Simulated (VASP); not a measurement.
# Cu (Fm-3m) in VASP: band structure with PBE

Aim: the band structure of Cu with PBE.

Everything below comes from runs of VASP 6.6.1. Logs are shortened: lines on timing, memory, paths and dates and some standing lists are left out, and cuts for length are marked.

### 1 Starting point

The structure is cubic, space group Fm-3m (No. 225). Conventional cell: a = 3.630 Å, b = 3.630 Å, c = 3.630 Å, α = 90.00°, β = 90.00°, γ = 90.00°. Cu (site symmetry m-3m) has 12 Cu at 2.57 Å as nearest neighbours.

### 2 Band structure, PBE

File INCAR:

```
SYSTEM = Cu
PREC = Accurate
ENCUT = 520
EDIFF = 1E-6
ISMEAR = 0
SIGMA = 0.1
LREAL = .False.
LASPH = .True.
NELM = 60
ALGO = Fast
ISIF = 2
LWAVE = .False.
LCHARG = .False.
LMAXMIX = 4
GGA = PE
```

File KPOINTS:

```
Automatic mesh
0
Gamma
  20 20 20
  0 0 0
```

File POSCAR:

```
Cu
1.0
    0.0000000000      1.8149670000      1.8149670000
    1.8149670000      0.0000000000      1.8149670000
    1.8149670000      1.8149670000      0.0000000000
Cu
1
Direct
    0.0000000000      0.0000000000      0.0000000000
```

File KPOINTS_OPT:

```
path GXWKGLUWLK,UX
10
line-mode
reciprocal
 0.0000000000  0.0000000000  0.0000000000  G
 0.5000000000  0.0000000000  0.5000000000  X

 0.5000000000  0.0000000000  0.5000000000  X
 0.5000000000  0.2500000000  0.7500000000  W

 0.5000000000  0.2500000000  0.7500000000  W
 0.3750000000  0.3750000000  0.7500000000  K

 0.3750000000  0.3750000000  0.7500000000  K
 0.0000000000  0.0000000000  0.0000000000  G

 0.0000000000  0.0000000000  0.0000000000  G
 0.5000000000  0.5000000000  0.5000000000  L

 0.5000000000  0.5000000000  0.5000000000  L
 0.6250000000  0.2500000000  0.6250000000  U

 0.6250000000  0.2500000000  0.6250000000  U
 0.5000000000  0.2500000000  0.7500000000  W

 0.5000000000  0.2500000000  0.7500000000  W
 0.5000000000  0.5000000000  0.5000000000  L

 0.5000000000  0.5000000000  0.5000000000  L
 0.3750000000  0.3750000000  0.7500000000  K

 0.6250000000  0.2500000000  0.6250000000  U
 0.5000000000  0.0000000000  0.5000000000  X
```

Potentials or basis: VASP PAW PBE potentials, release 64 (Cu).

The run is started by

```
> cat potpaw_PBE.64/Cu/POTCAR > POTCAR
> mpirun -np 1 vasp_std > vasp.out
```

OUTCAR:

```text
SYSTEM = Cu
   PREC = Accurate
   ENCUT = 520
   EDIFF = 1E-6
   ISMEAR = 0
   LREAL = .False.
   LASPH = .True.
   NELM = 60
   ISIF = 2
   GGA = PE

 ion  position               nearest neighbor table
   1  0.000  0.000  0.000-

  LATTYP: Found a face centered cubic cell.
 ALAT       =     3.6299340000

  Lattice vectors:

 A1 = (   0.0000000000,   1.8149670000,   1.8149670000)
 A2 = (   1.8149670000,   0.0000000000,   1.8149670000)
 A3 = (   1.8149670000,   1.8149670000,   0.0000000000)

Analysis of symmetry for initial positions (statically):
=====================================================================
 Subroutine PRICEL returns:
 Original cell was already a primitive cell.

 Routine SETGRP: Setting up the symmetry group for a
 face centered cubic supercell.

 Subroutine GETGRP returns: Found 48 space group operations
 (whereof 48 operations were pure point group operations)
 out of a pool of 48 trial point group operations.

The static configuration has the point symmetry O_h .

Analysis of symmetry for dynamics (positions and initial velocities):
=====================================================================
 Subroutine PRICEL returns:
 Original cell was already a primitive cell.

 Routine SETGRP: Setting up the symmetry group for a
 face centered cubic supercell.

 Subroutine GETGRP returns: Found 48 space group operations
 (whereof 48 operations were pure point group operations)
 out of a pool of 48 trial point group operations.

The dynamic configuration has the point symmetry O_h .

 Subroutine INISYM returns: Found 48 space group operations
 (whereof 48 operations are pure point group operations),
 and found     1 'primitive' translations

----------------------------------------------------------------------------------------

                                     Primitive cell

  volume of cell :      11.9574

  direct lattice vectors                    reciprocal lattice vectors
     0.000000000  1.814967000  1.814967000    -0.275487103  0.275487103  0.275487103
     1.814967000  0.000000000  1.814967000     0.275487103 -0.275487103  0.275487103
     1.814967000  1.814967000  0.000000000     0.275487103  0.275487103 -0.275487103

  length of vectors
     2.566750947  2.566750947  2.566750947     0.477157658  0.477157658  0.477157658

  position of ions in fractional coordinates (direct lattice)
     0.000000000  0.000000000  0.000000000

  ion indices of the primitive-cell ions
   primitive index   ion index
                 1           1

----------------------------------------------------------------------------------------

 KPOINTS: Automatic mesh

Automatic generation of k-mesh.
 Grid dimensions read from file:
 generate k-points for:   20   20   20

 Generating k-lattice:

  Cartesian coordinates                     Fractional coordinates (reciprocal lattice)
    -0.013774355  0.013774355  0.013774355     0.050000000  0.000000000  0.000000000
     0.013774355 -0.013774355  0.013774355     0.000000000  0.050000000  0.000000000
     0.013774355  0.013774355 -0.013774355     0.000000000  0.000000000  0.050000000

  Length of vectors
     0.023857883  0.023857883  0.023857883

  Shift w.r.t. Gamma in fractional coordinates (k-lattice)
     0.000000000  0.000000000  0.000000000

 Subroutine IBZKPT returns following result:
 ===========================================

 Found    256 irreducible k-points:

 Following reciprocal coordinates:
            Coordinates               Weight
  0.000000  0.000000  0.000000      1.000000
  0.050000  0.000000  0.000000      8.000000
  0.100000  0.000000  0.000000      8.000000
  0.150000  0.000000  0.000000      8.000000
  0.200000  0.000000  0.000000      8.000000
  0.250000  0.000000  0.000000      8.000000
[... 16 lines left out ...]
 -0.400000  0.050000  0.000000     24.000000
 -0.350000  0.050000  0.000000     24.000000
 [... further k-points ...]
   k-points           NKPTS =    256   k-points in BZ     NKDIM =    256   number of bands    NBANDS=      9
   number of dos      NEDOS =    301   number of ions     NIONS =      1
   total plane-waves  NPLWV =   8000
   dimension x,y,z NGX =    20 NGY =   20 NGZ =   20
   dimension x,y,z NGXF=    40 NGYF=   40 NGZF=   40
   ions per type =               1
   NGX,Y,Z   is equivalent  to a cutoff of  12.95, 12.95, 12.95 a.u.
   NGXF,Y,Z  is equivalent  to a cutoff of  25.91, 25.91, 25.91 a.u.
 SYSTEM =  Cu
   PREC   = accura    normal or accurate (medium, high low for compatibility)
   ISTART =      0    job   : 0-new  1-cont  2-samecut
   ICHARG =      2    charge: 1-file 2-atom 10-const
   ISPIN  =      1    spin polarized calculation?
   LNONCOLLINEAR =      F non collinear calculations
   LSORBIT =      F    spin-orbit coupling
   LASPH  =      T    aspherical Exc in radial PAW
   ENCUT  =  520.0 eV  38.22 Ry    6.18 a.u.   4.77  4.77  4.77*2*pi/ulx,y,z
   NELM   =     60;   NELMIN=  2; NELMDL= -5     # of ELM steps
   EDIFF  = 0.1E-05   stopping-criterion for ELM
   LREAL  =      F    real-space projection
   EDIFFG = 0.1E-04   stopping-criterion for IOM
   NSW    =      0    number of steps for IOM
   IBRION =     -1    ionic relax: 0-MD 1-quasi-New 2-CG
   NFREE  =      0    steps in history (QN), initial steepest desc. (CG)
   ISIF   =      2    stress and relaxation
   ISYM   =      2    0-nonsym 1-usesym 2-fastsym
   POTIM  = 0.5000    time-step for ionic-motion
   TEBEG  =    0.0;   TEEND  =   0.0 temperature during run
   PSTRESS=    0.0 pullay stress
   NELECT =      11.0000    total number of electrons
   NUPDOWN=      -1.0000    fix difference up-down
   EMIN   =  10.00;   EMAX   =-10.00  energy-range for DOS
   EFERMI =   0.00;   METHOD = LEGACY
   ISMEAR =     0;   SIGMA  =   0.10  broadening in eV -4-tet -1-fermi 0-gaus
   EFERMI_NEDOS =   21; number of points for ismear=-14 and -15
   IALGO  =     68    algorithm
   IMIX   =      4    mixing-type and parameters
     AMIX     =   0.40;   BMIX     =  1.00
     AMIX_MAG =   1.60;   BMIX_MAG =  1.00
  volume/ion in A,a.u.               =      11.96        80.69
  Fermi-wavevector in a.u.,A,eV,Ry     =   1.592185  3.008794 34.491512  2.535055
  Thomas-Fermi vector in A             =   2.690610
   LORBIT       =      0    0 simple, 1 ext, 2 COOP (PROOUT), +10 PAW based schemes
   GGA     = PE    functional components
   LHFCALC =     F    Hartree Fock is set to
   AEXX    =    0.0000 exact exchange contribution
   IVDW    =     0    specifies the selected vdW correction
   LEPSILON=     F    determine dielectric tensor
   LRPA    =     F    only Hartree local field effects (RPA)
 non-spin polarized calculation
 RMM-DIIS sequential band-by-band and
 Gauss-broadening in eV      SIGMA  =   0.10
  energy-cutoff  :      520.00
  volume of cell :       11.96
 maximum number of plane-waves:       332
   NGX =  9   NGY =  9   NGZ =  9

 number of electron      10.9999997 magnetization

 Free energy of the ion-electron system (eV)
  ---------------------------------------------------
  ext. energy  EPLUGINS =         0.00000000
  ---------------------------------------------------
  free energy    TOTEN  =        -3.72940935 eV

  energy without entropy =       -3.72807581  energy(sigma->0) =       -3.72874258

 E-fermi :   7.4063     XC(G=0): -12.6541

 val. band max:        7.3873291012   @ k =   0.5000   0.2500   0.1000
 cond. band min:       7.4530811195   @ k =   0.5000   0.3500   0.1500
 fundamental gap:      0.0657520183
 Fermi energy:         7.4062805909

 k-point     1 :       0.0000    0.0000    0.0000
  band No.  band energies     occupation
      1      -1.8243      2.00000
      2       4.4447      2.00000
      3       4.4447      2.00000
      4       4.4447      2.00000
      5       5.2511      2.00000
      6       5.2511      2.00000
      7      29.9282      0.00000
      8      32.4766      0.00000
      9      32.4766      0.00000

 k-point     2 :       0.0500    0.0000    0.0000
  band No.  band energies     occupation
      1      -1.7339      2.00000
      2       4.4256      2.00000
      3       4.4618      2.00000
      4       4.4618      2.00000
      5       5.2442      2.00000
      6       5.2442      2.00000
      7      29.4205      0.00000
      8      31.2658      0.00000
      9      32.1713      0.00000

 k-point     3 :       0.1000    0.0000    0.0000
  band No.  band energies     occupation
      1      -1.4651      2.00000
      2       4.3728      2.00000
      3       4.5077      2.00000
      4       4.5077      2.00000
      5       5.2289      2.00000
      6       5.2289      2.00000
      7      27.3743      0.00000
      8      30.6439      0.00000
      9      31.5803      0.00000

 k-point     4 :       0.1500    0.0000    0.0000
  band No.  band energies     occupation
      1      -1.0258      2.00000
      2       4.2993      2.00000
      3       4.5643      2.00000
      4       4.5643      2.00000
      5       5.2218      2.00000
      6       5.2218      2.00000
      7      24.8130      0.00000
      8      30.4165      0.00000
      9      30.9894      0.00000
[... 205 lines left out ...]
 k-point    22 :      -0.4500    0.0500    0.0000
  band No.  band energies     occupation
      1       2.4533      2.00000
      2       4.3897      2.00000
      3       4.4429      2.00000
      4       5.4596      2.00000
      5       5.7745      2.00000
      6       6.6875      2.00000
      7      11.4674      0.00000
      8      27.3528      0.00000
      9      28.8357      0.00000

 k-point    23 :      -0.4000    0.0500    0.0000
  band No.  band energies     occupation
      1       2.3134      2.00000
      2       4.4213      2.00000
      3       4.4665      2.00000
      4       5.1648      2.00000
      5       5.6873      2.00000
      6       6.1544      2.00000
      7      12.8004      0.00000
      8      27.1511      0.00000
      9      29.1177      0.00000

 k-point    24 :      -0.3500    0.0500    0.0000
  band No.  band energies     occupation
      1       1.9643      2.00000
      2       4.4707      2.00000
      3       4.5098      2.00000
      4       4.6461      2.00000
      5       5.5609      2.00000
      6       5.8396      2.00000
      7      14.6415      0.00000
      8      27.0844      0.00000
      9      29.4862      0.00000

 [... further k-points ...]
[... 5 lines left out ...]
  --------------------------------------------------------------------------------------
  -------------------------------------------------------------------------------------
  Total        0.0638205      0.0638205      0.0638205     -0.0000000     -0.0000000      0.0000000
  in kB        8.5513449      8.5513449      8.5513449     -0.0000000     -0.0000000      0.0000000
  external PRESSURE =       8.5513449 kB  Pullay stress =       0.0000000 kB

 VOLUME and BASIS-vectors are now :
 -----------------------------------------------------------------------------
  energy-cutoff  :      520.00
  volume of cell :       11.96
      direct lattice vectors                 reciprocal lattice vectors
     0.000000000  1.814967000  1.814967000    -0.275487103  0.275487103  0.275487103
     1.814967000  0.000000000  1.814967000     0.275487103 -0.275487103  0.275487103
     1.814967000  1.814967000  0.000000000     0.275487103  0.275487103 -0.275487103

 POSITION                                       TOTAL-FORCE (eV/Angst)
 -----------------------------------------------------------------------------------
      0.00000      0.00000      0.00000        -0.000000      0.000000      0.000000
 -----------------------------------------------------------------------------------
    total drift:                                0.000000      0.000000      0.000000

  FREE ENERGIE OF THE ION-ELECTRON SYSTEM (eV)
  ---------------------------------------------------
  free  energy   TOTEN  =        -3.7294093494 eV

  energy  without entropy=       -3.7280758077  energy(sigma->0) =       -3.72874258
```

It took 21 s on 1 thread of Intel Xeon Platinum 8488C (Sapphire Rapids), shared host; peak memory 0.16 GiB.

Results:

```
Free energy             : -3.7294 eV
Pressure                : 0.9 GPa
Band gap along the path : none (metal or under the smearing width)
```

Levels at the corners of the path, in eV from the Fermi level:
```csv
point,band 1,band 2,band 3,band 4,band 5,band 6,band 7,band 8,band 9
Γ,-9.23,-2.96,-2.96,-2.96,-2.15,-2.15,22.52,25.07,25.07
X,-4.78,-4.33,-1.62,-1.46,-1.46,1.53,7.05,13.01,13.01
X,-4.78,-4.33,-1.62,-1.46,-1.46,1.53,7.05,13.01,13.01
W,-4.05,-3.46,-3.46,-2.20,-1.46,6.18,6.18,8.27,8.72
W,-4.05,-3.46,-3.46,-2.20,-1.46,6.18,6.18,8.27,8.72
K,-4.21,-3.98,-2.70,-2.02,-1.65,4.33,5.71,7.77,15.07
K,-4.21,-3.98,-2.70,-2.02,-1.65,4.33,5.71,7.77,15.07
Γ,-9.23,-2.96,-2.96,-2.96,-2.15,-2.15,22.52,25.07,25.07
Γ,-9.23,-2.96,-2.96,-2.96,-2.15,-2.15,22.52,25.07,25.07
L,-4.98,-2.99,-2.99,-1.60,-1.60,-0.94,3.72,21.02,21.91
L,-4.98,-2.99,-2.99,-1.60,-1.60,-0.94,3.72,21.02,21.91
U,-4.21,-3.98,-2.70,-2.02,-1.65,4.33,5.71,7.77,15.07
U,-4.21,-3.98,-2.70,-2.02,-1.65,4.33,5.71,7.77,15.07
W,-4.05,-3.46,-3.46,-2.20,-1.46,6.18,6.18,8.27,8.72
W,-4.05,-3.46,-3.46,-2.20,-1.46,6.18,6.18,8.27,8.72
L,-4.98,-2.99,-2.99,-1.60,-1.60,-0.94,3.72,21.02,21.91
L,-4.98,-2.99,-2.99,-1.60,-1.60,-0.94,3.72,21.02,21.91
K,-4.21,-3.98,-2.70,-2.02,-1.65,4.33,5.71,7.77,15.07
U,-4.21,-3.98,-2.70,-2.02,-1.65,4.33,5.71,7.77,15.07
X,-4.78,-4.33,-1.62,-1.46,-1.46,1.53,7.05,13.01,13.01
```
